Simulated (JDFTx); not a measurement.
The system is BP.

```
P B
1.0
     0.00000    2.26900    2.26900
     2.26900    0.00000    2.26900
     2.26900    2.26900    0.00000
P B
1 1
Direct
  0.75000 0.75000 0.75000
  0.00000 0.00000 0.00000
```

```yaml
Program: JDFTx 1.7.0 (patched build)
Task: relaxation of cell and atoms
Functional: LDA
Potentials_or_basis: PseudoDojo-SR-LDA-0.4.1-standard with smoothed tails
Cutoff: 1034 eV
Density_cutoff: 8272 eV
k_mesh: 10 × 10 × 10
Occupations: fermi-dirac, width 0.05 eV
Spin: no spin polarisation
```

At the start: pressure -5.6 GPa; volume 11.68 Å³/atom.

How do energy, volume and symmetry change on relaxing?

Over 5 steps the energy falls by 7.0 meV/atom and the volume is 11.29 Å³/atom (-3.3 %); space group F-43m (No. 216, to 0.05 Å).

The path:
```tsv
step	energy change (eV)	largest force (eV/Å)	pressure (GPa)	volume (Å³)
1	0.0000	0.0000	-5.59	23.36
2	-0.0065	0.0000	-4.14	23.15
3	-0.0140	0.0000	0.00	22.58
4	-0.0140	0.0000	0.00	22.58
5	-0.0140	0.0000	0.00	22.58
```

Final structure:
```
P B
1.0
     0.00000    2.24345    2.24345
     2.24345    0.00000    2.24345
     2.24345    2.24345    0.00000
P B
1 1
Direct
  0.75000 0.75000 0.75000
  0.00000 0.00000 0.00000
```
